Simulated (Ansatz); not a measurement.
A surface is cut from this relaxed crystal of MoP:

```xyz
2
Lattice="3.2410 0.0000 0.0000 -1.6205 2.8068 0.0000 0.0000 0.0000 3.1952" Properties=species:S:1:pos:R:3 pbc="T T T"
Mo    0.0000    0.0000    0.0000
P     0.0000    1.8712    1.5976
```

Miller indices refer to the conventional cell of P-6m2 (No. 187), a = 3.241 Å, b = 3.241 Å, c = 3.195 Å, α = 90.00°, β = 90.00°, γ = 120.00°.

The (001) slab of 8 planes, 11.2 Å thick with 15 Å of vacuum as cut; outer planes Mo (top) and P (bottom).

Method: DFT PBE, scalar-relativistic, plane waves, PAW in Ansatz. Cutoff 420 eV; k points 12×12×1 on the computed 8-atom cell (Γ-centred); Gaussian smearing, width 0.10 eV; no spin polarisation. A dipole correction removes the field between periodic images along c.

With the atoms at the bulk's places:

For the slab as cut, the surface energy (mean of both faces) is 2.96 J/m². The work function is 4.27 eV (top), 5.62 eV (bottom). The dipole of the slab along +c, per cell is 0.07 e·Å.

Q: What changes when all atoms relax within this surface cell and its symmetry?

A: The energy falls by 0.196 J/m² a face, and the largest move is 0.11 Å.

- Surface energy (mean of both faces): 2.76 J/m²
- Work function: 4.11 eV (top), 5.59 eV (bottom)
- Dipole of the slab along +c, per cell: 0.07 e·Å

```csv
plane (bottom to top),atoms,"spacing to next, bulk (Å)",relaxed (Å),change (%)
1,P,1.598,1.593,-0.3
2,Mo,1.598,1.632,+2.2
3,P,1.598,1.587,-0.7
4,Mo,1.598,1.615,+1.1
5,P,1.598,1.582,-1.0
6,Mo,1.598,1.676,+4.9
7,P,1.598,1.404,-12.1
8,Mo,,,
```